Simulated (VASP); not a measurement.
Output of a VASP run:

**OUTCAR**
```
 ion  position               nearest neighbor table
   1  0.000  0.000  0.000-   3 2.67   3 2.67   3 2.67   2 2.67   3 2.67   2 2.67   2 2.67   2 2.67
  LATTYP: Found a face centered cubic cell.
 ALAT       =     6.1768924118
 Subroutine PRICEL returns:
 Original cell was already a primitive cell.
 Subroutine GETGRP returns: Found 48 space group operations
The static configuration has the point symmetry O_h .
The dynamic configuration has the point symmetry O_h .
 Subroutine INISYM returns: Found 48 space group operations
 Subroutine IBZKPT returns following result:
 Found     29 irreducible k-points:

 Following reciprocal coordinates:
            Coordinates               Weight
  0.000000  0.000000  0.000000      1.000000
  0.125000  0.000000  0.000000      8.000000
  0.250000  0.000000  0.000000      8.000000
  0.375000  0.000000  0.000000      8.000000
  0.500000  0.000000  0.000000      4.000000
  0.125000  0.125000  0.000000      6.000000
  0.250000  0.125000  0.000000     24.000000
  0.375000  0.125000  0.000000     24.000000
  0.500000  0.125000  0.000000     24.000000
 -0.375000  0.125000  0.000000     24.000000
 -0.250000  0.125000  0.000000     24.000000
 -0.125000  0.125000  0.000000     12.000000
  0.250000  0.250000  0.000000      6.000000
  0.375000  0.250000  0.000000     24.000000
  0.500000  0.250000  0.000000     24.000000
 -0.375000  0.250000  0.000000     24.000000
 -0.250000  0.250000  0.000000     12.000000
  0.375000  0.375000  0.000000      6.000000
  0.500000  0.375000  0.000000     24.000000
 -0.375000  0.375000  0.000000     12.000000
  0.500000  0.500000  0.000000      3.000000
  0.375000  0.250000  0.125000     24.000000
  0.500000  0.250000  0.125000     48.000000
 -0.375000  0.250000  0.125000     24.000000
  0.500000  0.375000  0.125000     24.000000
 -0.375000  0.375000  0.125000     48.000000
 -0.250000  0.375000  0.125000     24.000000
 -0.375000  0.500000  0.125000     12.000000
 -0.250000  0.500000  0.250000      6.000000
   k-points           NKPTS =     29   k-points in BZ     NKDIM =     29   number of bands    NBANDS=     16
   number of dos      NEDOS =    301   number of ions     NIONS =      3
   total plane-waves  NPLWV =  13824
   dimension x,y,z NGX =    24 NGY =   24 NGZ =   24
   dimension x,y,z NGXF=    48 NGYF=   48 NGZF=   48
   ions per type =               1   2
   PREC   = normal    normal or accurate (medium, high low for compatibility)
   ISTART =      0    job   : 0-new  1-cont  2-samecut
   ICHARG =      2    charge: 1-file 2-atom 10-const
   ISPIN  =      1    spin polarized calculation?
   LNONCOLLINEAR =      F non collinear calculations
   LSORBIT =      F    spin-orbit coupling
   INIWAV =      1    electr: 0-lowe 1-rand  2-diag
   ENCUT  =  450.0 eV  33.07 Ry    5.75 a.u.   7.55  7.55  7.55*2*pi/ulx,y,z
   NELM   =    100;   NELMIN=  4; NELMDL= -5     # of ELM steps
   EDIFF  = 0.1E-04   stopping-criterion for ELM
   LREAL  =      F    real-space projection
   NLSPLINE    = F    spline interpolate recip. space projectors
   LMAXMIX     =    4 max onsite mixed and CHGCAR
   VOSKOWN=      0    Vosko Wilk Nusair interpolation
   EDIFFG = -.3E-01   stopping-criterion for IOM
   NSW    =     20    number of steps for IOM
   NBLOCK =      1;   KBLOCK =     20    inner block; outer block
   IBRION =      2    ionic relax: 0-MD 1-quasi-New 2-CG
   NFREE  =      1    steps in history (QN), initial steepest desc. (CG)
   ISIF   =      2    stress and relaxation
   ISYM   =      2    0-nonsym 1-usesym 2-fastsym
   TEIN   =    0.0    initial temperature
   TEBEG  =    0.0;   TEEND  =   0.0 temperature during run
   SMASS  =  -3.00    Nose mass-parameter (am)
   PSTRESS=    0.0 pullay stress
   NELECT =      24.0000    total number of electrons
   EFERMI =   0.00;   METHOD = LEGACY
   ISMEAR =     0;   SIGMA  =   0.05  broadening in eV -4-tet -1-fermi 0-gaus
   IALGO  =     68    algorithm
   LDIAG  =      T    sub-space diagonalisation (order eigenvalues)
...
```

### OSZICAR
```
       N       E                     dE             d eps       ncg     rms          rms(c)
DAV:   1     0.142103800702E+03    0.14210E+03   -0.12322E+04   928   0.125E+03
DAV:   2    -0.136719894846E+02   -0.15578E+03   -0.15327E+03  1200   0.274E+02
DAV:   3    -0.190575090655E+02   -0.53855E+01   -0.53802E+01  1264   0.599E+01
DAV:   4    -0.191429946122E+02   -0.85486E-01   -0.85474E-01  1152   0.623E+00
DAV:   5    -0.191458656420E+02   -0.28710E-02   -0.28710E-02  1336   0.805E-01    0.802E+00
RMM:   6    -0.176106816310E+02    0.15352E+01   -0.61067E+00   928   0.157E+01    0.413E+00
RMM:   7    -0.176223166424E+02   -0.11635E-01   -0.62412E-01   976   0.361E+00    0.255E+00
RMM:   8    -0.176340861110E+02   -0.11769E-01   -0.13582E-01   972   0.327E+00    0.333E-01
RMM:   9    -0.176422954511E+02   -0.82093E-02   -0.54271E-02  1027   0.106E+00    0.277E-01
RMM:  10    -0.176472384846E+02   -0.49430E-02   -0.13472E-02   990   0.690E-01    0.280E-01
RMM:  11    -0.176474704511E+02   -0.23197E-03   -0.62427E-03  1086   0.293E-01    0.258E-02
RMM:  12    -0.176476227440E+02   -0.15229E-03   -0.12651E-03   953   0.126E-01    0.196E-02
RMM:  13    -0.176477009541E+02   -0.78210E-04   -0.67985E-04   820   0.718E-02    0.179E-02
RMM:  14    -0.176477205107E+02   -0.19557E-04   -0.18869E-04   785   0.568E-02    0.500E-03
RMM:  15    -0.176477323177E+02   -0.11807E-04   -0.12012E-04   719   0.298E-02    0.390E-03
RMM:  16    -0.176477361208E+02   -0.38032E-05   -0.37163E-05   468   0.179E-02
   1 F= -.17647736E+02 E0= -.17647736E+02  d E =-.176477E+02
```

**OUTCAR**
```
------------------------ aborting loop because EDIFF is reached ----------------------------------------
  FORCE on cell =-STRESS in cart. coord.  units (eV):
  Direction    XX          YY          ZZ          XY          YZ          ZX
  --------------------------------------------------------------------------------------
  Total       -0.5529489     -0.5529489     -0.5529489      0.0000000      0.0000000      0.0000000
  in kB      -15.0364544    -15.0364544    -15.0364544      0.0000000      0.0000000      0.0000000
  external PRESSURE =     -15.0364544 kB  Pullay stress =       0.0000000 kB
  volume of cell :       58.92
      direct lattice vectors                 reciprocal lattice vectors
     0.000000000  3.088446206  3.088446206    -0.161893705  0.161893705  0.161893705
     3.088446206  0.000000000  3.088446206     0.161893705 -0.161893705  0.161893705
     3.088446206  3.088446206  0.000000000     0.161893705  0.161893705 -0.161893705
 POSITION                                       TOTAL-FORCE (eV/Angst)
 -----------------------------------------------------------------------------------
      0.00000      0.00000      0.00000         0.000000     -0.000000     -0.000000
      1.54422      1.54422      1.54422        -0.000000     -0.000000     -0.000000
      4.63267      4.63267      4.63267         0.000000      0.000000      0.000000
 -----------------------------------------------------------------------------------
    total drift:                               -0.000000      0.000000      0.000000
  FREE ENERGIE OF THE ION-ELECTRON SYSTEM (eV)
  ---------------------------------------------------
  free  energy   TOTEN  =       -17.6477361208 eV

  energy  without entropy=      -17.6477361208  energy(sigma->0) =      -17.64773612

 reached required accuracy - stopping structural energy minimisation
```
(Selected blocks of OUTCAR.)

File POSCAR:
```
BaF2
1
   -0.0000000000     3.0884462059     3.0884462059
    3.0884462059    -0.0000000000     3.0884462059
    3.0884462059     3.0884462059    -0.0000000000
Ba F
1 2
Direct
  0.0000000000   0.0000000000   0.0000000000
  0.2500000000   0.2500000000   0.2500000000
  0.7500000000   0.7500000000   0.7500000000
```

### Question
Write an INCAR and KPOINTS that could have produced this output.

### Answer
Several could match; the one computed here: the input of the run itself, PBEsol GGA, plane waves, VASP's PBE PAW potentials (set 64).

INCAR:
```
SYSTEM  =  BaF2
PREC  =  Normal; ENCUT  =  450; LREAL  =  .FALSE.
LASPH  =  .TRUE.
EDIFF  =  1E-5; NELM  =  100; NELMIN  =  4
ALGO  =  Fast; LMAXMIX  =  4
ISMEAR  =  0; SIGMA  =  0.05
GGA  =  PS
IBRION  =  2; NSW  =  20; ISIF  =  2
EDIFFG  =  -0.03
LWAVE  =  .FALSE.; LCHARG  =  .FALSE.
```

File KPOINTS:
```
Automatic mesh
0
Gamma
8 8 8
0 0 0
```

POTCAR, in this order: Ba_sv F (PBE.64 set). Program: vasp_std.

At this cut-off the stress carries a Pulay error, which pulls relaxed volumes low.

The compound is BaF2 in the fluorite structure. It was relaxed first.
